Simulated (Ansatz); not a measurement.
Write the native input for Ansatz 0.2.0 that does the following.

| Quantity | Value |
| --- | --- |
| Task | density of states |
| Functional | r2SCAN |
| Dispersion | D3(BJ) |
| Potentials or basis | PseudoDojo stringent (PBE files) |
| Cutoff | 770 eV |
| Density cutoff | 3080 eV |
| k mesh | 8 × 8 × 8 |
| Occupations | fermi-dirac, width 0.1 eV |
| Spin | no spin polarisation |

Crystal: Ba.

```
Ba
1.0
    -2.50650    2.50650    2.50650
     2.50650   -2.50650    2.50650
     2.50650    2.50650   -2.50650
Ba
1
Direct
  0.00000 0.00000 0.00000
```

One way to write it, as run:

input.yaml

```yaml
crystal:
  lattice: { a: 5.013, b: 5.013, c: 5.013, alpha: 90.0, beta: 90.0, gamma: 90.0 }
  space_group: 229
  reduce_to_primitive: true
  atoms:
    - { symbol: Ba, wyckoff: "2a", position: [0.0, 0.0, 0.0] }
hamiltonian:
  xc: r2scan
  pseudopotentials: { kind: nc, accuracy: stringent }
  dispersion: d3bj
kpoints:
  mp_grid: { grid: [8, 8, 8] }
scf:
  occupations: { method: fermi_dirac, width: 0.1 }
  n_extra_bands: 6
output:
  forces: true
  stress: true
  eigenvalues: true
  dos: { projected: false, de: 0.05, nscf_kmesh: { grid: [12, 12, 12] } }
```

Potentials or basis: PseudoDojo stringent (PBE files).

The run is started by

```sh
$ ansatz run input.yaml --threads 1 --pin off --max-ram 2560MiB --backend cpu --events-out ev --progress --plain --runs-dir out
```

Results of the run:

- Pressure: -0.1 GPa
- Band gap on the k mesh: none (metal or under the smearing width)
- Density of states at the Fermi level: 1.09 states/eV per cell

Caveat: the meta-GGA runs on potentials made for a GGA; the potentials were made for another functional, which shifts forces and pressure; pairwise dispersion overbinds metals, which lowers pressure and volume; the dispersion damping was fitted for another functional or another form of the correction.

Wall time 13 s on 1 thread of Arm Neoverse V1, with other jobs on the host, peak memory 0.5 GiB.
